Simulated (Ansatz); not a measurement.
A plane-wave DFT run in Ansatz 0.2.0 (scalar-relativistic PAW potentials unless the input names others): input and command.

```yaml
crystal:
  lattice:
    - [2.6971192339, 0.0, 0.0]
    - [-1.348559617, 2.3357737735, 0.0]
    - [0.0, 0.0, 4.2653526335]
  atoms:
    - { symbol: Ru, position: [0.3333333333, 0.6666666667, 0.25] }
    - { symbol: Ru, position: [0.6666666667, 0.3333333333, 0.75] }
basis:
  ecutwfc: 420
  ecutrho_ratio: 12
kpoints:
  mp_grid: { grid: [18, 18, 10] }
hamiltonian:
  xc: pbe
scf:
  occupations: { method: gaussian, width: 0.005 }
  lower_state_search: standard
output:
  forces: true
  eigenvalues: true
  stress: true
```

```bash
ansatz run input.yaml --threads 1 --pin off --max-ram 2560MiB --backend cpu --events-out ev --progress --plain --runs-dir out
```

Abridged log:
```
Pseudopotentials: kind: paw
Pseudopotential: Ru, paw, valence charge 16, recommended cutoff 420 eV (normal)
Functional definition: PBE
Crystal: 2 atoms, lattice volume = 26.871 Å³
Basis set: ecut = 420 eV, 537 PW (Γ), exchange–correlation on 64×64×100 points (8 copies of the dense FFT grid, shifted against one another)
Bands: 20, of which v1, the nominal top of the filled ones, is band 16 counted from 1 (15 counted from 0)
Symmetry: 24 space group operations
Space group: P63/mmc (ITA 194), of the structure as read, at distance tolerance 3.0e-5 Å
k-points: 222 of 3240
Initial density: superposition of atomic densities (neutral atoms: chi_scale 0, normalization atom), corrected by the library's trained network
Initial wavefunctions: pseudopotential atomic-orbital guess
Functional: x = pbe(κ = 0.804, μ = 0.21951497), c = pbe(β = 0.06672455)
SCF iter   1: F=—  HF=-11757.356043 eV  |F-HF|=—  |Δ(HF+E_count)|=         —  Δρ=6.79e-3  dr2=2.36e-3  ethr=1.77e-3  ⟨swp⟩=5.6  Hψ=17887  notcnv=0
SCF iter   2: F=—  HF=-11757.358442 eV  |F-HF|=—  |Δ(HF+E_count)|=   2.40e-3  Δρ=3.98e-3  dr2=8.57e-4  ethr=7.39e-6  ⟨swp⟩=2.0  Hψ=10580  notcnv=0  defer=74
SCF iter   3: F=—  HF=-11757.359496 eV  |F-HF|=—  |Δ(HF+E_count)|=   1.05e-3  Δρ=2.79e-4  dr2=3.68e-6  ethr=2.68e-6  ⟨swp⟩=2.0  Hψ=6956  notcnv=0  defer=74
SCF iter   4: F=—  HF=-11757.359499 eV  |F-HF|=—  |Δ(HF+E_count)|=   2.80e-6  Δρ=1.07e-4  dr2=6.92e-7  ethr=1.15e-8  ⟨swp⟩=2.0  Hψ=7925  notcnv=0  defer=74
SCF iter   5: F=—  HF=-11757.359499 eV  |F-HF|=—  |Δ(HF+E_count)|=   5.80e-7  Δρ=2.89e-5  dr2=1.17e-7  ethr=2.16e-9  ⟨swp⟩=2.0  Hψ=7898  notcnv=0  defer=74
SCF iter   6: F=-11757.359499 eV  HF=-11757.359499 eV  |F-HF|=2.91e-11  |Δ(HF+E_count)|=   2.56e-8  Δρ=2.82e-6  dr2=9.48e-10  ethr=3.13e-10  ⟨swp⟩=5.0  Hψ=15182  notcnv=0
SCF 1 converged in 6 iterations: F = -11757.359499 eV  dr2 = 9.48e-10
SCF converged after 6 iterations
Free energy (F): -11757.359499 eV
Harris-Foulkes:  -11757.359499 eV  (|F-HF|=2.91e-11)
Internal energy: -11757.359470 eV  (E = F + TS)
E sigma→0 (E₀):  -11757.359485 eV
Entropy (-TS):   -0.000029 eV (-0.014 meV/atom)
Fermi energy:    23.811564 eV
--- Forces (eV/Å), atoms counted from 1 ---
  atom   1  Ru     0.00000000     0.00000000     0.00000000
  atom   2  Ru     0.00000000     0.00000000     0.00000000
--- Stress (GPa, compression-positive) ---
        7.869027       0.000000       0.000000
        0.000000       7.869027       0.000000
        0.000000       0.000000       8.110329
  P = ⅓ Tr σ = 7.9495 GPa (79.495 kbar)
```

Apart from outputs, empty bands and the relaxation, which only the reference makes, the input differs from a reference run on usual settings in basis.ecutrho_ratio: not typed → 12; scf.lower_state_search: not typed → "standard"; scf.occupations.width: 0.1 → 0.005. The reference, at the same geometry, ended its own course with pressure 8.00 GPa, largest force 0.000 eV/Å, no gap on the mesh. This run converged in 6 SCF iterations with an energy at zero smearing 0.15 meV/atom above the reference's, pressure 7.95 GPa, largest force 0.000 eV/Å, no gap on the mesh. Its k mesh, for so narrow a smearing in a metal, is looser than usual, yet energy, pressure and forces hardly moved.

The run took 4.1 s on 1 thread of Intel(R) Xeon(R) Platinum 8488C (Sapphire Rapids), on a shared host, peak memory 0.47 GiB.